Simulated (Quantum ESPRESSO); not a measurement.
# MoS2 under changes of volume

One of the cells (17.864 Å³/atom); the others are scaled copies at fixed shape and fractional positions:

```
CELL_PARAMETERS angstrom
3.16900 0.00000 0.00000
-1.58450 2.74443 0.00000
0.00000 0.00000 12.32400
ATOMIC_POSITIONS crystal
Mo 0.66667 0.33333 0.75000
Mo 0.33333 0.66667 0.25000
S 0.66667 0.33333 0.37700
S 0.33333 0.66667 0.87700
S 0.66667 0.33333 0.12300
S 0.33333 0.66667 0.62300
```

```yaml
Program: Quantum ESPRESSO 7.5
Functional: PBEsol
Potentials_or_basis: GBRV 1.5 PBEsol
Cutoff: 612 eV
Density_cutoff: 4898 eV
k_mesh: 10 × 10 × 3
Occupations: fermi-dirac, width 0.05 eV
Spin: no spin polarisation
```

```csv
volume (Å³/atom),energy over the lowest point (meV/atom),pressure (GPa),gap on the mesh (eV),largest force (eV/Å)
16.792,14.95,6.9,0.81,0.734
17.149,3.49,3.1,0.84,0.351
17.507,0.00,-0.3,0.86,0.003
17.864,3.67,-3.3,0.88,0.329
18.221,13.74,-6.0,0.90,0.631
18.578,29.54,-8.4,0.92,0.911
18.936,?,?,?,?
```

Q: What does the run at 18.936 Å³/atom give?

A: Energy over the lowest point 50.48 meV/atom; pressure -10.6 GPa; gap on the mesh 0.93 eV; largest force 1.169 eV/Å.

Worked out: A Birch-Murnaghan fit of order 3 (a polynomial in V^(-2/3)) to the other rows has its minimum at 17.50 Å³/atom with B0 = V·E''(V) = 157 GPa and B' = 4.4 at fixed shape and positions, which overstates the stiffness. It gives 50.55 meV/atom at 18.936 Å³/atom, against the run's 50.48, and -dE/dV = -10.5 GPa, against -10.6. A straight line through the other rows of the gap, of slope 1.06 eV per unit of ln V, extrapolates to 0.94 eV, against the run's 0.93.

Energies are extrapolated to zero smearing.

Caveats: an odd mesh through Γ misses points on the zone boundary, where band edges often lie; this functional lacks dispersion, which binds the layers, so the pressure and a relaxed spacing across them are unreliable; forces of over 1 eV/Å show positions far from the minimum, so gaps and moduli don't describe the material at rest (some runs). Spin-orbit coupling on Mo is left out.
